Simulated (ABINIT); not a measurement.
Input of an ABINIT 10.8.3 (patched build) run:

File run.abi:

```
# Datasets: ground state, then fixed potential
ndtset 2

# Pseudopotentials
pp_dirpath "./"
pseudos "Ga.GGA_PBE-JTH.xml, P.GGA_PBE-JTH.xml"

# Structure
acell 3.8540855109 3.8540855109 3.8540855109 Angstrom
rprim
     0.0000000000     0.7071067812     0.7071067812
     0.7071067812     0.0000000000     0.7071067812
     0.7071067812     0.7071067812     0.0000000000
ntypat 2
znucl 31 15
natom 2
typat 1 2
xred
     0.0000000000     0.0000000000     0.0000000000
     0.7500000000     0.7500000000     0.7500000000

# Plane-wave basis
ecut 20.0
pawecutdg 40.0

# Exchange and correlation
ixc 27

# Bands and occupations
occopt 3
tsmear 0.05 eV

# SCF cycle
nstep 100

# Output
iomode 3
prtwf 0
prteig 0
prtebands 0
enunit 2
prtden1 1

# Dataset 1
kptopt1 1
ngkpt1 8 8 8
nshiftk1 1
shiftk1 0.0 0.0 0.0
nband1 13
tolvrs1 1.0e-9

# Dataset 2: bands along G-X-W-K-G-L-U-W-L-K
iscf2 -2
getden2 1
nband2 17
nbdbuf2 2
tolwfr2 1.0e-12
kptopt2 -9
ndivsm2 5
prteig2 1
kptbounds2
     0.0000000000     0.0000000000     0.0000000000
     0.5000000000     0.0000000000     0.5000000000
     0.5000000000     0.2500000000     0.7500000000
     0.3750000000     0.3750000000     0.7500000000
     0.0000000000     0.0000000000     0.0000000000
     0.5000000000     0.5000000000     0.5000000000
     0.6250000000     0.2500000000     0.6250000000
     0.5000000000     0.2500000000     0.7500000000
     0.5000000000     0.5000000000     0.5000000000
     0.3750000000     0.3750000000     0.7500000000
```

Potentials or basis: JTH PAW PBE v2.0.

The run is started by

```bash
$ abinit run.abi > log 2>&1
```

What does it give for the pressure?

2.9 GPa.

Estimate the band gap on the k mesh.

1.98 eV, indirect (least direct gap 2.15 eV).

Estimate the band gap along the path.

1.98 eV, indirect (least direct gap 2.15 eV).

Levels at the corners of the path, in eV from the valence-band top:
```
point  band 7  band 8  band 9  band 10  band 11  band 12
    Γ    0.00    0.00    0.00     2.15     4.08     4.08
    X   -6.59   -2.57   -2.57     2.14     2.17    10.70
    W   -6.40   -3.39   -3.22     4.98     5.07     6.40
    K   -6.39   -3.72   -2.16     2.58     5.07     8.39
    Γ    0.00    0.00    0.00     2.15     4.08     4.08
    L   -6.42   -1.08   -1.08     1.98     4.95     4.95
    U   -6.39   -3.72   -2.16     2.58     5.07     8.39
    W   -6.40   -3.39   -3.22     4.98     5.07     6.40
    L   -6.42   -1.08   -1.08     1.98     4.95     4.95
    K   -6.39   -3.72   -2.16     2.58     5.07     8.39
```

Caveat: the PAW data sets were made with another functional, which shifts forces and pressure a little.

**Measured values to compare with.**

“Stacking defects in GaP nanowires: Electronic structure and optical properties”, 2018, arxiv:1810.01194 quotes, for a bulk crystal of GaP at 10 K: band gap 2.34 eV (indirect).

Against the measured gap of GaP, 2.34 eV (indirect; 10 K; quoted in “Stacking defects in GaP nanowires: Electronic structure and optical properties”, 2018, arxiv:1810.01194), the calculated 1.98 eV is off by -0.36 eV. Spin-orbit coupling on Ga is left out. The value is that of HCTH407, without temperature or zero-point motion.
